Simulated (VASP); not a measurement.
# NaH (P4/mmm) in VASP: notebook

One crystal, NaH, is run at these levels: r2SCAN; tasks: single point.

Program: VASP 6.6.1. These are calculated values, not measurements. Logs are shortened: lines on timing, memory, paths and dates and some standing lists are left out, and cuts for length are marked.

## Step 1: The cell of the first run

The structure is tetragonal, space group P4/mmm (No. 123). The conventional cell has a = 3.103 Å, b = 3.103 Å, c = 2.955 Å, α = 90.00°, β = 90.00°, γ = 90.00°. Na (site symmetry 4/mmm) has 8 H at 2.65 Å and 2 Na at 2.96 Å as nearest neighbours. Around H (site symmetry 4/mmm) lie 8 Na at 2.65 Å and 2 H at 2.96 Å.

The cell comes from a database or a generator and needn't be the stable form of this composition.

## Step 2: Single point, r2SCAN (strain +0.050 along x and y, +0.000 along z, atoms carried along)

POSCAR

```
NaH
1.0
    3.1028802000      0.0000000000      0.0000000000
    0.0000000000      3.1028802000      0.0000000000
    0.0000000000      0.0000000000      2.9551240000
Na H
1 1
Direct
    0.0000000000      0.0000000000      0.0000000000
    0.5000000000      0.5000000000      0.5000000000
```

INCAR.step1

```
SYSTEM = NaH
PREC     = Accurate       ! precision mode
ENCUT    = 520            ! plane-wave cutoff, eV
ISMEAR   = 0              ! smearing method
SIGMA    = 0.05           ! smearing width, eV
LREAL    = .FALSE.        ! projectors in reciprocal space
LASPH    = .TRUE.         ! aspherical terms in the spheres
NELM     = 100            ! most SCF steps
NBANDS   = 11             ! bands
GGA      = PE             ! functional
ALGO     = Normal         ! electronic algorithm
EDIFF    = 1E-4           ! SCF threshold, eV
LWAVE    = .TRUE.         ! write WAVECAR
LCHARG   = .FALSE.        ! write CHGCAR
```

INCAR.step2

```
SYSTEM = NaH
PREC     = Accurate       ! precision mode
ENCUT    = 520            ! plane-wave cutoff, eV
EDIFF    = 1E-7           ! SCF threshold, eV
ISMEAR   = 0              ! smearing method
SIGMA    = 0.05           ! smearing width, eV
LREAL    = .FALSE.        ! projectors in reciprocal space
LASPH    = .TRUE.         ! aspherical terms in the spheres
NELM     = 100            ! most SCF steps
ALGO     = Normal         ! electronic algorithm
ISIF     = 2              ! what is computed and relaxed
LWAVE    = .FALSE.        ! write WAVECAR
LCHARG   = .FALSE.        ! write CHGCAR
METAGGA  = R2SCAN         ! meta-GGA
LMIXTAU  = .TRUE.       
NBANDS   = 11             ! bands
ISTART   = 1
```

KPOINTS

```
regular mesh
0
G
  10 10 10
  0 0 0
```

Potentials or basis: VASP PAW PBE potentials, release 64 (Na_pv, H).

Run with:

```console
cat potpaw_PBE.64/Na_pv/POTCAR potpaw_PBE.64/H/POTCAR > POTCAR
cp INCAR.step1 INCAR
mpirun -np 1 vasp_std > vasp.out
cp INCAR.step2 INCAR
mpirun -np 1 vasp_std > vasp.out
```

OUTCAR:

```text
SYSTEM = NaH
   PREC = Accurate
   ENCUT = 520
   EDIFF = 1E-7
   ISMEAR = 0
   LREAL = .FALSE.
   LASPH = .TRUE.
   NELM = 100
   ISIF = 2
   METAGGA = R2SCAN
   ISTART = 1

 ion  position               nearest neighbor table
   1  0.000  0.000  0.000-
   2  0.500  0.500  0.500-

  LATTYP: Found a simple tetragonal cell.
 ALAT       =     3.1028802000
 C/A-ratio  =     0.9523809524

  Lattice vectors:

 A1 = (   3.1028802000,   0.0000000000,   0.0000000000)
 A2 = (   0.0000000000,   3.1028802000,   0.0000000000)
 A3 = (   0.0000000000,   0.0000000000,   2.9551240000)

Analysis of symmetry for initial positions (statically):
=====================================================================
 Subroutine PRICEL returns:
 Original cell was already a primitive cell.

 Routine SETGRP: Setting up the symmetry group for a
 simple tetragonal supercell.

 Subroutine GETGRP returns: Found 16 space group operations
 (whereof 16 operations were pure point group operations)
 out of a pool of 16 trial point group operations.

The static configuration has the point symmetry D_4h.

Analysis of symmetry for dynamics (positions and initial velocities):
=====================================================================
 Subroutine PRICEL returns:
 Original cell was already a primitive cell.

 Routine SETGRP: Setting up the symmetry group for a
 simple tetragonal supercell.

 Subroutine GETGRP returns: Found 16 space group operations
 (whereof 16 operations were pure point group operations)
 out of a pool of 16 trial point group operations.

The dynamic configuration has the point symmetry D_4h.

 Subroutine INISYM returns: Found 16 space group operations
 (whereof 16 operations are pure point group operations),
 and found     1 'primitive' translations

----------------------------------------------------------------------------------------

                                     Primitive cell

  volume of cell :      28.4515

  direct lattice vectors                    reciprocal lattice vectors
     3.102880200  0.000000000  0.000000000     0.322281215  0.000000000  0.000000000
     0.000000000  3.102880200  0.000000000     0.000000000  0.322281215  0.000000000
     0.000000000  0.000000000  2.955124000     0.000000000  0.000000000  0.338395275

  length of vectors
     3.102880200  3.102880200  2.955124000     0.322281215  0.322281215  0.338395275

  position of ions in fractional coordinates (direct lattice)
[... 88 lines left out ...]
   TEBEG  =    0.0;   TEEND  =   0.0 temperature during run
   PSTRESS=    0.0 pullay stress
   NELECT =       8.0000    total number of electrons
   NUPDOWN=      -1.0000    fix difference up-down
   EMIN   =  10.00;   EMAX   =-10.00  energy-range for DOS
   EFERMI =   0.00;   METHOD = LEGACY
   ISMEAR =     0;   SIGMA  =   0.05  broadening in eV -4-tet -1-fermi 0-gaus
   EFERMI_NEDOS =   21; number of points for ismear=-14 and -15
   IALGO  =     38    algorithm
   IMIX   =      4    mixing-type and parameters
     AMIX     =   0.40;   BMIX     =  1.00
     AMIX_MAG =   1.60;   BMIX_MAG =  1.00
  volume/ion in A,a.u.               =      14.23        96.00
  Fermi-wavevector in a.u.,A,eV,Ry     =   1.072514  2.026757 15.650591  1.150286
  Thomas-Fermi vector in A             =   2.208286
   LORBIT       =      0    0 simple, 1 ext, 2 COOP (PROOUT), +10 PAW based schemes
   METAGGA = R2SCAN    functional components
   LHFCALC =     F    Hartree Fock is set to
   AEXX    =    0.0000 exact exchange contribution
   IVDW    =     0    specifies the selected vdW correction
   LEPSILON=     F    determine dielectric tensor
   LRPA    =     F    only Hartree local field effects (RPA)
 non-spin polarized calculation
 Gauss-broadening in eV      SIGMA  =   0.05
  energy-cutoff  :      520.00
  volume of cell :       28.45
 maximum number of plane-waves:       782
 NGX is ok and might be reduce to    24
   NGX = 11   NGY = 11   NGZ = 11

 number of electron       8.0000013 magnetization

 Free energy of the ion-electron system (eV)
  ---------------------------------------------------
  ext. energy  EPLUGINS =         0.00000000
  ---------------------------------------------------
  free energy    TOTEN  =        -7.24692026 eV

  energy without entropy =       -7.24692026  energy(sigma->0) =       -7.24692026

 E-fermi :   0.8639     XC(G=0):  -8.1923

 val. band max:        0.6007360814   @ k =   0.5000   0.5000   0.5000
 cond. band min:       2.0250930660   @ k =   0.5000   0.0000   0.0000
 fundamental gap:      1.4243569845
 Fermi energy:         0.8639037771

 k-point     1 :       0.0000    0.0000    0.0000
  band No.  band energies     occupation
      1     -24.9056      2.00000
      2     -24.9052      2.00000
      3     -24.9052      2.00000
      4      -4.9166      2.00000
      5       9.3311      0.00000
      6      11.3785      0.00000
      7      12.3355      0.00000
      8      12.6587      0.00000
      9      12.6587      0.00000
     10      14.2809      0.00000
     11      24.9368      0.00000
[... 309 lines left out ...]
 k-point    24 :       0.2000    0.0000    0.1000
  band No.  band energies     occupation
      1     -24.9406      2.00000
      2     -24.9177      2.00000
      3     -24.9005      2.00000
      4      -4.2164      2.00000
      5       6.2910      0.00000
      6      10.1109      0.00000
      7      11.6294      0.00000
      8      13.2220      0.00000
      9      16.6865      0.00000
     10      18.1349      0.00000
     11      20.7341      0.00000

 [... further k-points ...]

------------------------ aborting loop because EDIFF is reached ----------------------------------------

  FORCE on cell =-STRESS in cart. coord.  units (eV):
  Direction    XX          YY          ZZ          XY          YZ          ZX
  --------------------------------------------------------------------------------------
  -------------------------------------------------------------------------------------
  Total       -0.7431251     -0.7431251      0.1383935      0.0000000      0.0000000      0.0000000
  in kB      -41.8472355    -41.8472355      7.7932827      0.0000000      0.0000000      0.0000000
  external PRESSURE =     -25.3003961 kB  Pullay stress =       0.0000000 kB

 VOLUME and BASIS-vectors are now :
 -----------------------------------------------------------------------------
  energy-cutoff  :      520.00
  volume of cell :       28.45
      direct lattice vectors                 reciprocal lattice vectors
     3.102880200  0.000000000  0.000000000     0.322281215  0.000000000  0.000000000
     0.000000000  3.102880200  0.000000000     0.000000000  0.322281215  0.000000000
     0.000000000  0.000000000  2.955124000     0.000000000  0.000000000  0.338395275

 POSITION                                       TOTAL-FORCE (eV/Angst)
 -----------------------------------------------------------------------------------
      0.00000      0.00000      0.00000         0.000000      0.000000      0.000000
      1.55144      1.55144      1.47756         0.000000      0.000000      0.000000
 -----------------------------------------------------------------------------------
    total drift:                                0.000000      0.000000      0.000000

  FREE ENERGIE OF THE ION-ELECTRON SYSTEM (eV)
  ---------------------------------------------------
  free  energy   TOTEN  =        -7.2469202581 eV

  energy  without entropy=       -7.2469202581  energy(sigma->0) =       -7.24692026
```

Run time: 31 s. Hardware: 1 thread of Intel Xeon 6975P-C (Granite Rapids), shared host; peak memory 0.16 GiB.

What came out:

```yaml
Free_energy: -7.2469 eV
Pressure: -2.5 GPa
Band_gap_on_the_k_mesh: 1.42 eV, indirect (least direct gap 4.75 eV)
```

Caveat: the PAW data sets were made with another functional, which shifts forces and pressure a little. A k mesh can miss the band edges.

## Step 3: Single point, r2SCAN (strain +0.000 along x and y, +0.050 along z, atoms carried along)

POSCAR

```
NaH
1.0
    2.9551240000      0.0000000000      0.0000000000
    0.0000000000      2.9551240000      0.0000000000
    0.0000000000      0.0000000000      3.1028802000
Na H
1 1
Direct
    0.0000000000      0.0000000000      0.0000000000
    0.5000000000      0.5000000000      0.5000000000
```

INCAR.step1

```
PREC = Accurate
ENCUT = 520
ISMEAR = 0
SIGMA = 0.05
LREAL = False
LASPH = True
NELM = 100
NBANDS = 11
GGA = PE
ALGO = Normal
EDIFF = 1E-4
LWAVE = True
LCHARG = False
```

INCAR.step2

```
PREC = Accurate
ENCUT = 520
EDIFF = 1E-6
ISMEAR = 0
SIGMA = 0.05
LREAL = False
LASPH = True
NELM = 100
ALGO = Normal
ISIF = 2
LWAVE = False
LCHARG = True
METAGGA = R2SCAN
LMIXTAU = True
LELF = True
LVHAR = True
NBANDS = 11
ISTART = 1
```

KPOINTS

```
Automatic mesh
0
Gamma
  10 10 10
```

Potentials or basis: VASP PAW PBE potentials, release 64 (Na_pv, H).

Run with:

```console
cat potpaw_PBE.64/Na_pv/POTCAR potpaw_PBE.64/H/POTCAR > POTCAR
cp INCAR.step1 INCAR
mpirun -np 1 vasp_std > vasp.out
cp INCAR.step2 INCAR
mpirun -np 1 vasp_std > vasp.out
```

Wall time 29 s (1 thread of Intel Xeon 6975P-C (Granite Rapids), shared host); peak memory 0.16 GiB.

Results (log left out):

```yaml
Free_energy: -7.2660 eV
Pressure: -1.8 GPa
Band_gap_on_the_k_mesh: 1.27 eV, indirect (least direct gap 4.84 eV)
```

Stress tensor (GPa, compression positive):
```
 0.00  0.00  0.00
 0.00  0.00  0.00
 0.00  0.00 -5.28
```

Levels at points of the mesh, in eV from the valence-band top:
```csv
k point,band 1,band 2,band 3,band 4,band 5,band 6,band 7,band 8,band 9
"(0.00, 0.00, 0.00)",-25.51,-25.51,-25.51,-5.74,9.05,11.18,11.79,11.86,13.48
"(0.50, 0.00, 0.00)",-25.67,-25.49,-25.49,-3.26,1.74,11.28,13.82,14.41,15.35
"(0.50, 0.50, 0.00)",-25.64,-25.64,-25.48,-1.55,4.99,4.99,7.79,14.46,18.20
"(0.00, 0.00, 0.50)",-25.62,-25.50,-25.50,-3.57,1.27,11.80,14.51,15.14,15.14
"(0.50, 0.00, 0.50)",-25.65,-25.59,-25.48,-1.82,4.52,4.65,7.34,15.62,19.17
"(0.50, 0.50, 0.50)",-25.63,-25.63,-25.57,0.00,7.05,7.28,7.28,9.73,9.73
```

Caveat: the PAW data sets were made with another functional, which shifts forces and pressure a little.

## Step 4: Single point, r2SCAN (strain +0.050 along x and y, +0.050 along z, atoms carried along)

POSCAR

```
NaH
1.0
    3.1028802000      0.0000000000      0.0000000000
    0.0000000000      3.1028802000      0.0000000000
    0.0000000000      0.0000000000      3.1028802000
Na H
1 1
Direct
    0.0000000000      0.0000000000      0.0000000000
    0.5000000000      0.5000000000      0.5000000000
```

INCAR.step1

```
SYSTEM = NaH
PREC     = Accurate       ! precision mode
ENCUT    = 520            ! plane-wave cutoff, eV
ISMEAR   = 0              ! smearing method
SIGMA    = 0.05           ! smearing width, eV
LREAL    = .False.        ! projectors in reciprocal space
LASPH    = .True.         ! aspherical terms in the spheres
NELM     = 100            ! most SCF steps
NBANDS   = 11             ! bands
GGA      = PE             ! functional
ALGO     = Normal         ! electronic algorithm
EDIFF    = 1E-4           ! SCF threshold, eV
LWAVE    = .True.         ! write WAVECAR
LCHARG   = .False.        ! write CHGCAR
```

INCAR.step2

```
SYSTEM = NaH
PREC     = Accurate       ! precision mode
ENCUT    = 520            ! plane-wave cutoff, eV
EDIFF    = 1E-7           ! SCF threshold, eV
ISMEAR   = 0              ! smearing method
SIGMA    = 0.05           ! smearing width, eV
LREAL    = .False.        ! projectors in reciprocal space
LASPH    = .True.         ! aspherical terms in the spheres
NELM     = 100            ! most SCF steps
ALGO     = Normal         ! electronic algorithm
ISIF     = 2              ! what is computed and relaxed
LWAVE    = .False.        ! write WAVECAR
LCHARG   = .False.        ! write CHGCAR
METAGGA  = R2SCAN         ! meta-GGA
LMIXTAU  = .True.       
NBANDS   = 11             ! bands
ISTART   = 1
```

KPOINTS

```
regular mesh
0
Gamma
  10 10 10
  0 0 0
```

Run with:

```console
cat potpaw_PBE.64/Na_pv/POTCAR potpaw_PBE.64/H/POTCAR > POTCAR
cp INCAR.step1 INCAR
mpirun -np 1 vasp_std > vasp.out
cp INCAR.step2 INCAR
mpirun -np 1 vasp_std > vasp.out
```

Wall time 15 s (1 thread of Intel Xeon 6975P-C (Granite Rapids), shared host); peak memory 0.14 GiB.

It converged, with:

- Free energy: -7.2356 eV
- Pressure: -3.1 GPa
- Band gap on the k mesh: 1.59 eV, indirect (least direct gap 4.67 eV)

Levels at points of the mesh, in eV from the valence-band top:
```
           k point  band 2  band 3  band 4  band 5  band 6  band 7
(0.00, 0.00, 0.00)  -25.48  -25.48   -5.28    8.50   11.01   11.01
(0.50, 0.00, 0.00)  -25.47  -25.47   -3.08    1.59   10.74   13.91
(0.50, 0.50, 0.00)  -25.57  -25.46   -1.54    4.57    4.57    7.05
(0.50, 0.50, 0.50)  -25.55  -25.55    0.00    7.07    7.07    7.07
```

Caveat: the PAW data sets were made with another functional, which shifts forces and pressure a little. A k mesh can miss the band edges.

## Step 5: The runs side by side

| cell | gap on the mesh (eV) | pressure (GPa) |
| --- | --- | --- |
| strain +0.050 along x and y, +0.000 along z, atoms carried along | 1.42 | -2.5 |
| strain +0.000 along x and y, +0.050 along z, atoms carried along | 1.27 | -1.8 |
| strain +0.050 along x and y, +0.050 along z, atoms carried along | 1.59 | -3.1 |

Alike in all rows: task single point; level r2SCAN; potentials or basis VASP PAW PBE potentials, release 64 (Na_pv, H); no spin polarisation; k mesh 10 × 10 × 10; cutoff (eV) 520; smearing gaussian 0.05 eV.

Caveats: the PAW data sets were made with another functional, which shifts forces and pressure a little.

Absolute energies hang on the potentials; compare differences alone.
